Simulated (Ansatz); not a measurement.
**MnAs: band structure with revPBE**

MnAs:

```
CELL_PARAMETERS angstrom
3.71000 0.00000 0.00000
-1.85500 3.21295 0.00000
0.00000 0.00000 5.69100
ATOMIC_POSITIONS crystal
As 0.66667 0.33333 0.75000
As 0.33333 0.66667 0.25000
Mn 0.00000 0.00000 0.50000
Mn 0.00000 0.00000 0.00000
```

```json
{
  "Program": "Ansatz 0.2.0",
  "Task": "band structure",
  "Functional": "revPBE",
  "Potentials or basis": "Ansatz PAW",
  "Cutoff": "420 eV (not typed: the program's choice for these potentials)",
  "k mesh": "8 × 8 × 5",
  "Occupations": "fermi-dirac, width 0.05 eV",
  "Spin": "collinear spin, ferromagnetic start",
  "Starting moments": "[0.0, 0.0, 4.0, 4.0] μB",
  "Path": "[[\"G\", \"M\", \"K\", \"G\", \"A\", \"L\", \"H\", \"A\"], [\"L\", \"M\"], [\"K\", \"H\"]]",
  "Points for each segment of the path": "14"
}
```

| Quantity | Value |
| --- | --- |
| Pressure | -0.9 GPa |
| Band gap on the k mesh | none (metal or under the smearing width) |
| Net moment | 6.36 μB per cell |
| Absolute moment | 7.13 μB per cell |
| Site moments | As -0.13; Mn +3.20 μB |

Stress tensor (GPa, compression positive):
```
-0.07  0.00  0.00
 0.00 -0.07  0.00
 0.00  0.00 -2.48
```

Levels at the corners of the path, in eV from the Fermi level:
Spin up:
| point | band 30 | band 31 | band 32 | band 33 | band 34 | band 35 | band 36 | band 37 |
| --- | --- | --- | --- | --- | --- | --- | --- | --- |
| Γ | -1.91 | -0.55 | 0.54 | 0.54 | 1.48 | 2.82 | 2.82 | 3.81 |
| M | -2.17 | -2.11 | -1.96 | -1.70 | -0.61 | 1.01 | 3.12 | 4.73 |
| K | -2.12 | -2.12 | -1.73 | -0.51 | -0.51 | 0.23 | 0.23 | 2.86 |
| Γ | -1.91 | -0.55 | 0.54 | 0.54 | 1.48 | 2.82 | 2.82 | 3.81 |
| A | -2.62 | -1.08 | -1.08 | 2.00 | 2.00 | 2.00 | 2.00 | 5.48 |
| L | -2.35 | -1.99 | -1.99 | 0.43 | 0.43 | 1.28 | 1.28 | 4.06 |
| H | -2.20 | -1.60 | -1.60 | -1.56 | -1.56 | 2.70 | 2.70 | 5.53 |
| A | -2.62 | -1.08 | -1.08 | 2.00 | 2.00 | 2.00 | 2.00 | 5.48 |
| L | -2.35 | -1.99 | -1.99 | 0.43 | 0.43 | 1.28 | 1.28 | 4.06 |
| M | -2.17 | -2.11 | -1.96 | -1.70 | -0.61 | 1.01 | 3.12 | 4.73 |
| K | -2.12 | -2.12 | -1.73 | -0.51 | -0.51 | 0.23 | 0.23 | 2.86 |
| H | -2.20 | -1.60 | -1.60 | -1.56 | -1.56 | 2.70 | 2.70 | 5.53 |
Spin down:
```tsv
point	band 24	band 25	band 26	band 27	band 28	band 29	band 30	band 31
Γ	-1.13	-0.07	-0.07	0.04	0.04	0.48	0.48	1.31
M	-3.15	-2.72	-2.08	-1.29	0.69	0.79	0.83	0.91
K	-3.02	-3.02	-2.74	-0.01	0.73	0.73	1.06	1.06
Γ	-1.13	-0.07	-0.07	0.04	0.04	0.48	0.48	1.31
A	-2.00	-2.00	-2.00	0.47	0.47	0.47	0.47	0.75
L	-2.42	-2.35	-2.35	-0.04	-0.04	1.01	1.01	1.13
H	-4.45	-2.21	-2.21	0.53	0.53	0.60	0.60	1.19
A	-2.00	-2.00	-2.00	0.47	0.47	0.47	0.47	0.75
L	-2.42	-2.35	-2.35	-0.04	-0.04	1.01	1.01	1.13
M	-3.15	-2.72	-2.08	-1.29	0.69	0.79	0.83	0.91
K	-3.02	-3.02	-2.74	-0.01	0.73	0.73	1.06	1.06
H	-4.45	-2.21	-2.21	0.53	0.53	0.60	0.60	1.19
```

Run time: 5.4 s on 2 threads of AMD EPYC 9R45 96-Core Processor (Zen 5), on a shared host, peak memory 0.6 GiB.

Caveat: only a ferromagnetic start was run, and an antiferromagnetic order may lie lower in energy; the PAW data sets come from PBE, with cores solved anew for the run's functional, which leaves a small shift of forces and pressure.
